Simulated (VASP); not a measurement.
# CClF₃: harmonic vibrations of a molecule

CClF₃, molecule in box, 5 atoms in the cell. PBE, harmonic vibrations; PAW potentials F, C, Cl (PBE set).

## Input

INCAR.step1:
```
PREC = Accurate
ENCUT = 400
EDIFF = 1E-8
ISMEAR = 0
SIGMA = 0.01
ISYM = 0
LREAL = F
LASPH = T
NELM = 100
ALGO = Normal
LWAVE = F
LCHARG = F
IBRION = 2
NSW = 60
ISIF = 2
EDIFFG = -0.002
POTIM = 0.5
```

INCAR.step2:
```
PREC = Accurate
ENCUT = 400
EDIFF = 1E-8
ISMEAR = 0
SIGMA = 0.01
ISYM = 0
LREAL = F
LASPH = T
NELM = 100
ALGO = Normal
LWAVE = F
LCHARG = F
IBRION = 5
NFREE = 2
POTIM = 0.015
NSW = 1
```

KPOINTS:
```
k-points
0
Gamma
  1 1 1
```

POSCAR.step1:
```
CClF3
1.0
   12.0000000000      0.0000000000      0.0000000000
    0.0000000000     12.0000000000      0.0000000000
    0.0000000000      0.0000000000     12.0000000000
F C Cl
3 1 1
Direct
    0.5371375000      0.4839958300      0.5896708300
    0.4151958300      0.4428541700      0.4652375000
    0.5869708300      0.3991541700      0.4401208300
    0.5191458300      0.4755291700      0.4813375000
    0.5423541700      0.6043458300      0.4159958300
```

Commands (each step's output is kept before the next begins):
```
cat potpaw_PBE.64/F/POTCAR potpaw_PBE.64/C/POTCAR potpaw_PBE.64/Cl/POTCAR > POTCAR
cp INCAR.step1 INCAR
cp POSCAR.step1 POSCAR
mpirun -np 4 vasp_gam > vasp.out
cp CONTCAR POSCAR
cp INCAR.step2 INCAR
mpirun -np 4 vasp_gam > vasp.out
```

## Result

- Vibrations (cm⁻¹; a negative value is imaginary): 1128, 1128, 1033, 747, 531, 531, 449, 328, 328
- Zero-point energy (eV): 0.385
- Translations and rotations, which should read zero (cm⁻¹): -20, -10, -3, 6, 8, 15
- Vibrational entropy at 298 K (meV/K): 0.215
- Displaced cells: 30
- Ionic steps, all stages: 41
- Electronic steps, all stages: 815

VASP 6.6.1 took 820 s on 4 cores (AMD EPYC 7R43 (Zen 3)), a shared host.
